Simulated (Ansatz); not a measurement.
## Relaxing Rh in the diamond type

First guess:

```xyz
2
Lattice="0.0000 2.8943 2.8943 2.8943 0.0000 2.8943 2.8943 2.8943 0.0000" Properties=species:S:1:pos:R:3 pbc="T T T"
Rh    0.0000    0.0000    0.0000
Rh    1.4472    1.4472    1.4472
```

Computed with DFT, PBE, PAW with Ansatz's default frozen-core files, scalar-relativistic (Ansatz 0.2.0).

Cell and atoms relax within the symmetry of the start on a 11×11×11 k mesh with 0.08 eV Fermi–Dirac smearing.

The start is built from a prototype, known or not as a phase of this compound; the cutoff is 420 eV.

**Question.** What is the pressure of the first guess?

**Answer.** -12.71 GPa.

**Question.** What does it relax to?

**Answer.** a = 5.514 Å, b = 5.514 Å, c = 5.514 Å, α = 90.00°, β = 90.00°, γ = 90.00° (conventional cell), 20.95 Å³ per atom:
```cif
data_structure
_symmetry_space_group_name_H-M 'Fd-3m:1'
_symmetry_Int_Tables_number 227
_cell_length_a 5.5137
_cell_length_b 5.5137
_cell_length_c 5.5137
_cell_angle_alpha 90.000
_cell_angle_beta 90.000
_cell_angle_gamma 90.000
_cell_volume 167.62
loop_
_atom_site_label
_atom_site_type_symbol
_atom_site_symmetry_multiplicity
_atom_site_Wyckoff_symbol
_atom_site_fract_x
_atom_site_fract_y
_atom_site_fract_z
_atom_site_occupancy
Rh1 Rh 8 b 0.00000 0.00000 0.50000 1
```

**Question.** How much energy does the relaxation release?

**Answer.** 153 meV/atom.
